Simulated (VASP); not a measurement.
# CdTe (F-43m) in VASP: settings compared

The runs below take CdTe through electric field gradients, with LDA, PBEsol, r2SCAN.

All numbers are computed with VASP 6.6.1; they aren't measurements. Logs are shortened: lines on timing, memory, paths and dates and some standing lists are left out, and cuts for length are marked.

**Experimental background.**

From a printed reference work, data compilation, for a bulk crystal of CdTe at 0 K: band gap 1.607 eV.

The results are compared with them further down.

### Step 1. The cell of the first run

It takes space group F-43m (No. 216, cubic). The conventional cell has a = 6.410 Å, b = 6.410 Å, c = 6.410 Å, α = 90.00°, β = 90.00°, γ = 90.00°. Cd (site symmetry -43m) has 4 Te at 2.78 Å within 3.7 Å. Te (site symmetry -43m) has 4 Cd at 2.78 Å within 3.7 Å.

### Step 2. Electric field gradients, LDA

File INCAR:

```
PREC = Accurate ; ENCUT = 520
EDIFF = 1E-8 ; ISMEAR = -1
SIGMA = 0.08 ; LREAL = F
LASPH = T ; NELM = 100
ALGO = Normal ; ISIF = 2
LWAVE = F ; LCHARG = F
GGA = CA ; LEFG = T
NBANDS = 16
```

File KPOINTS:

```
Automatic mesh
0
Gamma
  9 9 9
```

File POSCAR:

```
CdTe
1.0
    0.0000000000      3.2050000000      3.2050000000
    3.2050000000      0.0000000000      3.2050000000
    3.2050000000      3.2050000000      0.0000000000
Cd Te
1 1
Direct
    0.0000000000      0.0000000000      0.0000000000
    0.7500000000      0.7500000000      0.7500000000
```

Potentials or basis: VASP PAW LDA potentials, release 64 (Cd, Te).

Launch:

```bash
cat potpaw_LDA.64/Cd/POTCAR potpaw_LDA.64/Te/POTCAR > POTCAR
mpirun -np 1 vasp_std > vasp.out
```

OUTCAR:

```text
PREC = Accurate
   ENCUT = 520
   EDIFF = 1E-8
   ISMEAR = -1
   LREAL = F
   LASPH = T
   NELM = 100
   ISIF = 2
   GGA = CA

 ion  position               nearest neighbor table
   1  0.000  0.000  0.000-   2 2.78   2 2.78   2 2.78   2 2.78
   2  0.750  0.750  0.750-   1 2.78   1 2.78   1 2.78   1 2.78

  LATTYP: Found a face centered cubic cell.
 ALAT       =     6.4100000000

  Lattice vectors:

 A1 = (   0.0000000000,   3.2050000000,   3.2050000000)
 A2 = (   3.2050000000,   0.0000000000,   3.2050000000)
 A3 = (   3.2050000000,   3.2050000000,   0.0000000000)

Analysis of symmetry for initial positions (statically):
=====================================================================
 Subroutine PRICEL returns:
 Original cell was already a primitive cell.

 Routine SETGRP: Setting up the symmetry group for a
 face centered cubic supercell.

 Subroutine GETGRP returns: Found 24 space group operations
 (whereof 24 operations were pure point group operations)
 out of a pool of 48 trial point group operations.

The static configuration has the point symmetry T_d .

Analysis of symmetry for dynamics (positions and initial velocities):
=====================================================================
 Subroutine PRICEL returns:
 Original cell was already a primitive cell.

 Routine SETGRP: Setting up the symmetry group for a
 face centered cubic supercell.

 Subroutine GETGRP returns: Found 24 space group operations
 (whereof 24 operations were pure point group operations)
 out of a pool of 48 trial point group operations.

The dynamic configuration has the point symmetry T_d .

 Subroutine INISYM returns: Found 24 space group operations
 (whereof 24 operations are pure point group operations),
 and found     1 'primitive' translations

----------------------------------------------------------------------------------------

                                     Primitive cell

  volume of cell :      65.8437

  direct lattice vectors                    reciprocal lattice vectors
     0.000000000  3.205000000  3.205000000    -0.156006240  0.156006240  0.156006240
     3.205000000  0.000000000  3.205000000     0.156006240 -0.156006240  0.156006240
     3.205000000  3.205000000  0.000000000     0.156006240  0.156006240 -0.156006240

  length of vectors
     4.532554467  4.532554467  4.532554467     0.270210734  0.270210734  0.270210734

  position of ions in fractional coordinates (direct lattice)
     0.000000000  0.000000000  0.000000000
     0.750000000  0.750000000  0.750000000

  ion indices of the primitive-cell ions
   primitive index   ion index
                 1           1
                 2           2

----------------------------------------------------------------------------------------

 KPOINTS: Automatic mesh

Automatic generation of k-mesh.
 Grid dimensions read from file:
 generate k-points for:    9    9    9

 Generating k-lattice:

  Cartesian coordinates                     Fractional coordinates (reciprocal lattice)
    -0.017334027  0.017334027  0.017334027     0.111111111  0.000000000  0.000000000
     0.017334027 -0.017334027  0.017334027     0.000000000  0.111111111  0.000000000
     0.017334027  0.017334027 -0.017334027     0.000000000  0.000000000  0.111111111

  Length of vectors
     0.030023415  0.030023415  0.030023415

  Shift w.r.t. Gamma in fractional coordinates (k-lattice)
     0.000000000  0.000000000  0.000000000

 Subroutine IBZKPT returns following result:
 ===========================================

 Found     35 irreducible k-points:

 Following reciprocal coordinates:
            Coordinates               Weight
  0.000000  0.000000  0.000000      1.000000
  0.111111  0.000000  0.000000      8.000000
  0.222222  0.000000  0.000000      8.000000
  0.333333  0.000000  0.000000      8.000000
  0.444444  0.000000  0.000000      8.000000
  0.111111  0.111111  0.000000      6.000000
[... 16 lines left out ...]
 -0.333333  0.333333  0.000000     12.000000
  0.444444  0.444444  0.000000      6.000000
 [... further k-points ...]
   k-points           NKPTS =     35   k-points in BZ     NKDIM =     35   number of bands    NBANDS=     16
   number of dos      NEDOS =    301   number of ions     NIONS =      2
   total plane-waves  NPLWV =  46656
   dimension x,y,z NGX =    36 NGY =   36 NGZ =   36
   dimension x,y,z NGXF=    72 NGYF=   72 NGZF=   72
   ions per type =               1   1
   NGX,Y,Z   is equivalent  to a cutoff of  13.20, 13.20, 13.20 a.u.
   NGXF,Y,Z  is equivalent  to a cutoff of  26.41, 26.41, 26.41 a.u.
 SYSTEM =  unknown system
   PREC   = accura    normal or accurate (medium, high low for compatibility)
   ISTART =      0    job   : 0-new  1-cont  2-samecut
   ICHARG =      2    charge: 1-file 2-atom 10-const
   ISPIN  =      1    spin polarized calculation?
   LNONCOLLINEAR =      F non collinear calculations
   LSORBIT =      F    spin-orbit coupling
   LASPH  =      T    aspherical Exc in radial PAW
   ENCUT  =  520.0 eV  38.22 Ry    6.18 a.u.   8.43  8.43  8.43*2*pi/ulx,y,z
   NELM   =    100;   NELMIN=  2; NELMDL= -5     # of ELM steps
   EDIFF  = 0.1E-07   stopping-criterion for ELM
   LREAL  =      F    real-space projection
   EDIFFG = 0.1E-06   stopping-criterion for IOM
   NSW    =      0    number of steps for IOM
   IBRION =     -1    ionic relax: 0-MD 1-quasi-New 2-CG
   NFREE  =      0    steps in history (QN), initial steepest desc. (CG)
   ISIF   =      2    stress and relaxation
   ISYM   =      2    0-nonsym 1-usesym 2-fastsym
   POTIM  = 0.5000    time-step for ionic-motion
   TEBEG  =    0.0;   TEEND  =   0.0 temperature during run
   PSTRESS=    0.0 pullay stress
   NELECT =      18.0000    total number of electrons
   NUPDOWN=      -1.0000    fix difference up-down
   EMIN   =  10.00;   EMAX   =-10.00  energy-range for DOS
   EFERMI =   0.00;   METHOD = LEGACY
   ISMEAR =    -1;   SIGMA  =   0.08  broadening in eV -4-tet -1-fermi 0-gaus
   EFERMI_NEDOS =   21; number of points for ismear=-14 and -15
   IALGO  =     38    algorithm
   IMIX   =      4    mixing-type and parameters
     AMIX     =   0.40;   BMIX     =  1.00
     AMIX_MAG =   1.60;   BMIX_MAG =  1.00
  volume/ion in A,a.u.               =      32.92       222.17
  Fermi-wavevector in a.u.,A,eV,Ry     =   1.062497  2.007828 15.359610  1.128899
  Thomas-Fermi vector in A             =   2.197950
   LORBIT       =      0    0 simple, 1 ext, 2 COOP (PROOUT), +10 PAW based schemes
   GGA     = CA    functional components
   LHFCALC =     F    Hartree Fock is set to
   AEXX    =    0.0000 exact exchange contribution
   IVDW    =     0    specifies the selected vdW correction
   LEPSILON=     F    determine dielectric tensor
   LRPA    =     F    only Hartree local field effects (RPA)
 non-spin polarized calculation
  energy-cutoff  :      520.00
  volume of cell :       65.84
 maximum number of plane-waves:      1807
 NGX is ok and might be reduce to    36
   NGX = 17   NGY = 17   NGZ = 17

 number of electron      17.9999995 magnetization

 Free energy of the ion-electron system (eV)
  ---------------------------------------------------
  ext. energy  EPLUGINS =         0.00000000
  ---------------------------------------------------
  free energy    TOTEN  =        -6.05164499 eV

  energy without entropy =       -6.05152359  energy(sigma->0) =       -6.05158429

 E-fermi :   2.8807     XC(G=0):  -9.0899

 val. band max:        2.4656897461   @ k =   0.0000   0.0000   0.0000
 cond. band min:       3.1192830849   @ k =   0.0000   0.0000   0.0000
 fundamental gap:      0.6535933388
 Fermi energy:         2.8806659945

 k-point     1 :       0.0000    0.0000    0.0000
  band No.  band energies     occupation
      1      -8.9697      2.00000
      2      -5.9460      2.00000
      3      -5.9460      2.00000
      4      -5.9460      2.00000
      5      -5.6565      2.00000
      6      -5.6565      2.00000
[... 8 lines left out ...]
     15      11.8593      0.00000
     16      11.8593      0.00000
[... 419 lines left out ...]
 k-point    24 :       0.4444    0.4444    0.0000
  band No.  band energies     occupation
      1      -8.4162      2.00000
      2      -5.7782      2.00000
      3      -5.7694      2.00000
      4      -5.7694      2.00000
      5      -5.6240      2.00000
      6      -5.1891      2.00000
[... 8 lines left out ...]
     15      13.2149      0.00000
     16      14.3782      0.00000

 [... further k-points ...]

------------------------ aborting loop because EDIFF is reached ----------------------------------------

  FORCE on cell =-STRESS in cart. coord.  units (eV):
  Direction    XX          YY          ZZ          XY          YZ          ZX
  --------------------------------------------------------------------------------------
  -------------------------------------------------------------------------------------
  Total        0.1000044      0.1000044      0.1000044      0.0000000      0.0000000      0.0000000
  in kB        2.4334121      2.4334121      2.4334121      0.0000000      0.0000000      0.0000000
  external PRESSURE =       2.4334121 kB  Pullay stress =       0.0000000 kB

 VOLUME and BASIS-vectors are now :
 -----------------------------------------------------------------------------
  energy-cutoff  :      520.00
  volume of cell :       65.84
      direct lattice vectors                 reciprocal lattice vectors
     0.000000000  3.205000000  3.205000000    -0.156006240  0.156006240  0.156006240
     3.205000000  0.000000000  3.205000000     0.156006240 -0.156006240  0.156006240
     3.205000000  3.205000000  0.000000000     0.156006240  0.156006240 -0.156006240

 POSITION                                       TOTAL-FORCE (eV/Angst)
 -----------------------------------------------------------------------------------
      0.00000      0.00000      0.00000         0.000000      0.000000     -0.000000
      4.80750      4.80750      4.80750        -0.000000     -0.000000      0.000000
 -----------------------------------------------------------------------------------
    total drift:                               -0.000000     -0.000000     -0.000000

  FREE ENERGIE OF THE ION-ELECTRON SYSTEM (eV)
  ---------------------------------------------------
  free  energy   TOTEN  =        -6.0516449907 eV

  energy  without entropy=       -6.0515235918  energy(sigma->0) =       -6.05158429

 Electric field gradients (V/A^2)
---------------------------------------------------------------------
 ion       V_xx      V_yy      V_zz      V_xy      V_xz      V_yz
---------------------------------------------------------------------
   1      -0.000     0.000    -0.000     0.001     0.001     0.001
   2       0.000    -0.000     0.000    -0.000    -0.000    -0.000
---------------------------------------------------------------------

 Electric field gradients after diagonalization (V/A^2)
 (convention: |V_zz| > |V_xx| > |V_yy|)
----------------------------------------------------------------------
 ion       V_xx      V_yy      V_zz     asymmetry (V_yy - V_xx)/ V_zz
----------------------------------------------------------------------
   1      -0.001    -0.001     0.002       0.000
   2       0.000     0.000    -0.000       0.000
----------------------------------------------------------------------

           NMR quadrupolar parameters

 Cq : quadrupolar parameter    Cq=e*Q*V_zz/h
 eta: asymmetry parameters     (V_yy - V_xx)/ V_zz
 Q  : nuclear electric quadrupole moment in mb (millibarn)
----------------------------------------------------------------------
 ion       Cq(MHz)       eta       Q (mb)
----------------------------------------------------------------------
   1       0.000       0.000       1.000
   2      -0.000       0.000       1.000
----------------------------------------------------------------------
```

It took 55 s on 1 thread of Intel Xeon 8259CL, shared host; peak memory 0.19 GiB.

Results:

```
Free energy                             : -6.0516 eV
Pressure                                : 0.2 GPa
Band gap on the k mesh                  : 0.65 eV
Largest electric field gradient by atom : zero within the noise of the run
```

Levels at points of the mesh, in eV from the valence-band top:
| k point | band 7 | band 8 | band 9 | band 10 | band 11 | band 12 |
| --- | --- | --- | --- | --- | --- | --- |
| (0.00, 0.00, 0.00) | 0.00 | 0.00 | 0.00 | 0.65 | 4.48 | 4.48 |

Caveat: spin-orbit coupling is left out, which moves the levels of the heavy elements.

(Continued in part 2 of 2.)
